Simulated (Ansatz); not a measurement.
**Ti: symmetry broken, then relaxed**

Theory: DFT r2SCAN, scalar-relativistic, plane waves, PAW (Ansatz 0.2.0). Cutoff 500 eV, Γ-centred 14×14×14 k-points, Gaussian smearing of 0.15 eV. No spin polarisation. Energies are free energies at this smearing, counted from the undisturbed cell; pressure is positive in compression.

The starting cell (relaxed at this level; this fcc form isn't the usual structure):

```xyz
1
Lattice="0.0000 2.0552 2.0552 2.0552 0.0000 2.0552 2.0552 2.0552 0.0000" Properties=species:S:1:pos:R:3 pbc="T T T"
Ti    0.0000    0.0000    0.0000
```

The cell is strained by (0.0113, -0.0009, -0.0104, 0.0001, -0.0056, -0.0070) (xx, yy, zz, yz, xz, xy; engineering shear). Cell and atoms are then relaxed.

**Question.** Does the relaxation return to the undisturbed structure?

**Answer.** Yes (up to a choice of domain or origin): same space group and volume, and an energy 0.0 meV/atom from it. The disturbance itself cost 0.7 meV/atom. The final space group reads Fm-3m (tolerance 0.05 Å) and the volume changes by 0.07 %.

Final structure:

```yaml
crystal:
  lattice:
    - [0.00001, 2.05563, 2.05422]
    - [2.05702, 0.00004, 2.05421]
    - [2.05707, 2.05566, -0.00001]
  atoms:
    - { symbol: Ti, position: [0.00000, 0.00000, 0.00000] }
```

The relaxation, step by step (energy from the first step; small jumps at an unchanged geometry come where the plane waves are selected anew for the new cell):

```
step  ΔE (meV/atom) largest force component (eV/Å) pressure (GPa)
   1            0.0                           0.000            0.08
   2           -0.5                           0.000           -0.03
   3           -0.6                           0.000            0.03
   4           -0.7                           0.000            0.00
   5           -0.7                           0.000            0.00
```

Cost: 3 runs of about 4 core-minutes in all, on AMD EPYC (Zen 3) (shared hosts).